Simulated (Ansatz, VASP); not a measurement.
Ag in VASP and in Ansatz

The input INCAR:

```
SYSTEM = Ag
ALGO = Normal
EDIFF = 1E-7
ENCUT = 520
GGA = PS
ISIF = 2
ISMEAR = -1
LASPH = .TRUE.
LCHARG = .TRUE.
LELF = .TRUE.
LREAL = .FALSE.
LVHAR = .TRUE.
LWAVE = .FALSE.
NBANDS = 12
NELM = 60
PREC = Accurate
SIGMA = 0.03
```

KPOINTS

```
k-points
0
G
  15 15 15
  0 0 0
```

POSCAR

```
Ag
1.0
   -0.0408620000      2.0226690000      2.0226690000
    2.0226690000     -0.0408620000      2.0226690000
    2.0226690000      2.0226690000     -0.0408620000
Ag
1
Direct
    0.0000000000      0.0000000000      0.0000000000
```

Input for Ansatz:

```yaml
crystal:
  lattice:
    - [-0.040862, 2.022669, 2.022669]
    - [2.022669, -0.040862, 2.022669]
    - [2.022669, 2.022669, -0.040862]
  atoms:
    - { symbol: Ag, position: [0.0, 0.0, 0.0] }
kpoints:
  mp_grid: { grid: [15, 15, 15] }
  band_path:
    path:
      - [0.0, 0.0, 0.0]
      - [0.5, 0.5, 0.5]
      - [0.2551801333, 0.5, 0.7448198667]
      - [-0.2551801333, 0.2551801333, 0.5]
      - [0.0, 0.0, 0.5]
      - [0.0, 0.0, 0.0]
      - [-0.3775900666, 0.0, 0.3775900666]
      - [0.0, 0.3775900666, 0.6224099334]
      - [0.0, 0.5, 0.5]
    npoints: 5
scf:
  occupations: { method: fermi_dirac, width: 0.03 }
hamiltonian:
  xc: pbesol
  pseudopotentials: { kind: all_electron, lapw: { basis_error: 0.0005 } }
output:
  forces: true
  stress: true
  eigenvalues: true
```

Change from the starting cell: equal xy, yz and zx shear strains of -2 %.

Alike in both runs: task single point; functional PBEsol; k mesh 15 × 15 × 15; occupations fermi-dirac, width 0.03 eV; no spin polarisation.

```csv
,VASP,Ansatz
version,VASP 6.6.1,Ansatz 0.2.0
potentials or method,"VASP PAW PBE potentials, release 64 (Ag)","all-electron LAPW, scalar-relativistic"
plane-wave cutoff (eV),520,see its input
```

```csv
,VASP,Ansatz,Ansatz less VASP
pressure (GPa),-2.7,-2.6,+0.16
largest component of the traceless stress (GPa),0.54,0.57,+0.023
```

Ansatz ran all-electron here, so the differences hold the error of VASP's frozen core and of both bases.

Caveats: the PAW data sets were made with another functional, which shifts forces and pressure a little (VASP).
